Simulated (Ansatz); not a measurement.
Runs of Ansatz 0.2.0 on AgBr. It takes space group Fm-3m (No. 225, cubic). The conventional cell has a = 5.740 Å, b = 5.740 Å, c = 5.740 Å, α = 90.00°, β = 90.00°, γ = 90.00°. Around Ag (site symmetry m-3m) lie 6 Br at 2.87 Å. Around Br (site symmetry m-3m) lie 6 Ag at 2.87 Å. 

```tsv
task	level	cell	cutoff (eV)	smearing	gap on the mesh (eV)	pressure (GPa)	relaxed volume (Å³/atom)
relaxation of cell and atoms	RPBE+D4	relaxed	-	fermi-dirac 0.05 eV	0.85	0.0	23.49
band structure	RPBE	as given	214	fermi-dirac 0.05 eV	0.85	(a)	-
relaxation of cell and atoms	revPBE+D3(BJ)	relaxed	-	fermi-dirac 0.05 eV	0.80	0.0	23.30
single point	PBE	as given	214	gaussian 0.015 eV	0.67	2.3	-
single point	PBE	as given	214	gaussian 0.023 eV	0.67	2.3	-
single point	PBE	as given	214	gaussian 0.016 eV	0.67	2.3	-
```

Alike in all rows: potentials or basis all-electron LAPW, scalar-relativistic; no spin polarisation; k mesh 8 × 8 × 8; basis error allowed 0.001 eV/atom.

**Question.** Fill in the values left out.

**Answer.** (a) 5.1.

A k mesh can miss the band edges, and the runs leave out spin-orbit coupling on Ag, Br.
